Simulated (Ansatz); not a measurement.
CoO:

```xyz
2
Lattice="1.5055 0.8692 2.4399 -1.5055 0.8692 2.4399 0.0000 -1.7384 2.4399" Properties=species:S:1:pos:R:3 pbc="T T T"
Co    0.0000    0.0000    0.0000
O     0.0000    0.0000    3.6599
```

The cell is a database's computed one.

Base run:

| Property | Result |
| --- | --- |
| Program | Ansatz 0.2.0 |
| Functional | PBEsol |
| Potentials or basis | all-electron LAPW, scalar-relativistic |
| Cutoff | 362 eV (chosen from the basis error) |
| Basis error allowed | 0.001 eV/atom |
| k mesh | 11 × 11 × 11 |
| Occupations | fermi-dirac, width 0.05 eV |
| Spin | collinear spin, ferromagnetic start |
| Starting moments | [2.0, 0.0] μB |

Its results: pressure -9.2 GPa; net moment 2.94 μB per cell; site moments Co +2.58; O +0.33 μB.

**Question.** The run is repeated on the same cell with these changes: functional from PBEsol to LDA. What comes out?

**Answer.** Pressure -17.9 GPa; net moment 2.85 μB per cell; site moments Co +2.49; O +0.33 μB.

LDA binds more tightly than PBEsol, so the same cell stands under less pressure.

Caveats: a cell with one magnetic atom can't hold antiferromagnetic order, which such compounds often take.
